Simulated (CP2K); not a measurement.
# AlCu under changes of volume

One of the cells (13.466 Å³/atom); the others are scaled copies at fixed shape and fractional positions:

```
Cu Al
1.0
     2.99751    0.00000    0.00000
     0.00000    2.99751    0.00000
     0.00000    0.00000    2.99751
Cu Al
1 1
Direct
  0.50000 0.50000 0.50000
  0.00000 0.00000 0.00000
```

The cell comes from a database or a generator and needn't be the stable form of this composition.

- Program: CP2K 2026.2
- Functional: r2SCAN
- Potentials or basis: POTENTIAL_UZH Cu GTH-SCAN-q11, Al GTH-SCAN-q3; TZVP-MOLOPT-SCAN-GTH basis
- Density cutoff: 9184 eV
- k mesh: 9 × 9 × 9
- Occupations: fermi-dirac, width 0.05 eV
- Spin: no spin polarisation

```csv
volume (Å³/atom),energy over the lowest point (meV/atom),pressure (GPa)
12.658,0.00,2.9
12.928,0.19,-0.7
13.197,3.62,-3.3
13.466,?,?
13.736,22.46,-7.6
14.005,37.01,-9.5
14.274,54.48,-11.1
```

**Question.** What does the run at 13.466 Å³/atom give?

**Answer.** Energy over the lowest point 11.19 meV/atom; pressure -5.6 GPa.

Worked out: A Birch-Murnaghan fit of order 3 (a polynomial in V^(-2/3)) to the other rows has its minimum at 12.80 Å³/atom with B0 = V·E''(V) = 113 GPa (rough, since the energies scatter). It gives 11.34 meV/atom at 13.466 Å³/atom, against the run's 11.19, and -dE/dV = -5.6 GPa, against -5.6.

Energies are extrapolated to zero smearing.

Caveats: the basis of atomic orbitals isn't converged, which shifts pressures, moduli and gaps.
